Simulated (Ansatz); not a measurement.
Space group Fm-3m (No. 225). a = 7.545 Å, b = 7.545 Å, c = 7.545 Å, α = 90.00°, β = 90.00°, γ = 90.00°
```tsv
atom	site	symmetry	x	y	z
In	4a	m-3m	0.0000	0.0000	0.0000
Sb	8c	-43m	0.2500	0.7500	0.7500
Sb	4b	m-3m	0.5000	0.0000	0.0000
```

Equation of state of this InSb3 structure (not necessarily the ground state), with shape and atoms relaxed at each volume where symmetry leaves them free. It has no gap at any of these volumes. Level of theory: DFT r2SCAN, scalar-relativistic, plane waves, PAW (Ansatz).

Settings: cutoff 500 eV, Γ-centred mesh 10×10×10 on the computed 4-atom cell, Gaussian smearing of 0.10 eV; no spin polarisation.

| V (Å³/atom) | E − E(largest V) (meV/atom) | P (GPa) |
| --- | --- | --- |
| 25.233 | 3.07 | 4.00 |
| 26.038 | -11.28 | 1.81 |
| 26.843 | -15.55 | -0.01 |
| 27.649 | -11.34 | -1.55 |
| 28.454 | 0.00 | -2.84 |

Q: Fit a third-order Birch–Murnaghan equation to E(V).

A: V0 = 26.82 Å³/atom, B0 = 56 GPa, B0' = 4.7.

Spin-orbit coupling is left out, which matters for the bands of heavy elements.

Cost: 5 runs of about 2.6 core-minutes in all, on Intel Xeon Platinum 8259CL (Skylake/Cascade Lake) (shared hosts).